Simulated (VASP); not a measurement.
# A VASP 6.6.1 single-point calculation on BaTiO₃

INCAR

```
ISIF = 2
LCHARG = .FALSE.
NSW = 0
IBRION = -1
LWAVE = .FALSE.
NELM = 64
LREAL = .FALSE.
PREC = Accurate
LASPH = .TRUE.
ENCUT = 150
EDIFF = 1E-7
SIGMA = 0.02
NBANDS = 28
ISMEAR = -1
GGA = PE
```

KPOINTS

```
KPOINTS created by Atomic Simulation Environment
0
Gamma
6 6 6
0 0 0
```

POSCAR

```
Ba Ti O
 1.0000000000000000
     3.9142145899999998    0.0000000000000000    0.0000000000000000
     0.0000000000000000    3.9142145899999998    0.0000000000000000
     0.0000000000000000    0.0000000000000000    3.9142145899999998
 Ba  Ti  O
   1   1   3
Cartesian
  0.0000000000000000  0.0000000000000000  0.0000000000000000
  1.9571072950000004  1.9571072950000004  1.9571072950000004
  1.9571072950000004  1.9571072950000004  0.0000000000000000
  1.9571072950000004  0.0000000000000000  1.9571072950000004
  0.0000000000000000  1.9571072950000004  1.9571072950000004
```

The recommended PBE PAW datasets give the neutral cell 40 valence electrons.

Command

```
mpirun -np 1 vasp_std
```

Problem. Predict the outcome of this run.

Solution. It converged. Results: gap between bands v and c on the k mesh 1.66 eV; least direct gap on the k mesh 1.66 eV; pressure -312.2 GPa. Band v is the last that the valence electrons fill when counted band by band, and c is the next.

OSZICAR

```
N       E                     dE             d eps       ncg     rms          rms(c)
DAV:   1     0.137706690388E+03    0.13771E+03   -0.10354E+04  1272   0.625E+02
DAV:   2    -0.401668546852E+02   -0.17787E+03   -0.17174E+03  1408   0.219E+02
DAV:   3    -0.498092495324E+02   -0.96424E+01   -0.96092E+01  1520   0.472E+01
DAV:   4    -0.499890210028E+02   -0.17977E+00   -0.17968E+00  1356   0.548E+00
DAV:   5    -0.499938882502E+02   -0.48672E-02   -0.48668E-02  1496   0.807E-01    0.387E+01
DAV:   6    -0.405602621580E+02    0.94336E+01   -0.11230E+01  1380   0.324E+01    0.188E+01
DAV:   7    -0.398174608340E+02    0.74280E+00   -0.56496E+00  1424   0.155E+01    0.408E+00
DAV:   8    -0.405471429384E+02   -0.72968E+00   -0.44920E+00  1244   0.175E+01    0.459E+00
DAV:   9    -0.399088320505E+02    0.63831E+00   -0.55917E-01  1236   0.714E+00    0.222E+00
DAV:  10    -0.397722040768E+02    0.13663E+00   -0.64723E-01  1348   0.636E+00    0.795E-01
DAV:  11    -0.397646210515E+02    0.75830E-02   -0.11083E-01  1224   0.253E+00    0.354E-01
DAV:  12    -0.397618032848E+02    0.28178E-02   -0.44020E-03  1236   0.520E-01    0.146E-01
DAV:  13    -0.397611232183E+02    0.68007E-03   -0.15676E-03  1380   0.307E-01    0.328E-02
DAV:  14    -0.397611224450E+02    0.77334E-06   -0.87055E-05  1364   0.507E-02    0.204E-02
DAV:  15    -0.397611193023E+02    0.31428E-05   -0.83806E-06  1384   0.227E-02    0.375E-03
DAV:  16    -0.397611193274E+02   -0.25161E-07   -0.11309E-06  1332   0.551E-03    0.309E-03
DAV:  17    -0.397611193489E+02   -0.21489E-07   -0.49962E-08   660   0.124E-03
   1 F= -.39761119E+02 E0= -.39761119E+02  d E =-.340030E-11
```

These settings aren't sound, so the numbers aren't properties of the crystal.

The fault: cutoff far too low.

On sound settings PBE gives a gap of 1.87 eV on its mesh and a pressure of 17.8 GPa for the intended cell. This run's energy (σ→0) differs from it by -14 meV an atom.
